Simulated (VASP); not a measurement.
Runs of VASP 6.6.1 on PbS. It takes space group Fm-3m (No. 225, cubic). The conventional cell has a = 5.976 Å, b = 5.976 Å, c = 5.976 Å, α = 90.00°, β = 90.00°, γ = 90.00°. Pb (site symmetry m-3m) is surrounded by 6 S at 2.99 Å. S (site symmetry m-3m) has 6 Pb at 2.99 Å as nearest neighbours. The cell is a database's computed one.

```csv
task,level,potentials or basis,cell,k mesh,cutoff (eV),mesh quality,gap on the mesh (eV),pressure (GPa),relaxed volume (Å³/atom)
relaxation of cell and atoms,PBEsol,"VASP PAW PBE potentials, release 64 (Pb_d, S)",relaxed,4 × 4 × 4,600,coarse,0.21,0.0,25.76
relaxation of cell and atoms,LDA,"VASP PAW LDA potentials, release 64 (Pb_d, S)",relaxed,10 × 10 × 10,600,not flagged,0.05,0.0,25.01
single point,PBEsol,"VASP PAW PBE potentials, release 64 (Pb_d, S)",as given,10 × 10 × 10,520,not flagged,0.34,-2.1,-
relaxation of cell and atoms,PBEsol,"VASP PAW PBE potentials, release 64 (Pb, S)",relaxed,10 × 10 × 10,580,not flagged,(a),0.0,25.62
relaxation of cell and atoms,RPBE,"VASP PAW PBE potentials, release 64 (Pb_d, S)",relaxed,10 × 10 × 10,600,not flagged,(d),0.0,(b)
relaxation of cell and atoms,PBEsol,"VASP PAW PBE potentials, release 64 (Pb_d, S)",relaxed,10 × 10 × 10,300,not flagged,0.17,0.0,25.50
relaxation of cell and atoms,PBEsol,"VASP PAW PBE potentials, release 64 (Pb_d, S)",relaxed,10 × 10 × 10,600,not flagged,(c),0.0,25.72
```

Alike in all rows: no spin polarisation; smearing gaussian 0.02 eV.

Task: Estimate the missing entries.

Result: (a) 0.18; (b) 28.10; (c) 0.20; (d) 0.71.

Caveats: some runs use coarse meshes; spin-orbit coupling is left out, which as a rule narrows the gap of such compounds by several tenths of an eV; the PAW data sets were made with another functional, which shifts forces and pressure a little (some runs); the cutoff is under 1.25 times the usual one of these potentials, so pressure, stress and relaxed cells hold a basis-set (Pulay) error (some runs).

A k mesh can miss the band edges, and the runs leave out spin-orbit coupling on Pb.

The runs don't all hold the same shells in valence.

Runs at the PBE level aren't shown here.
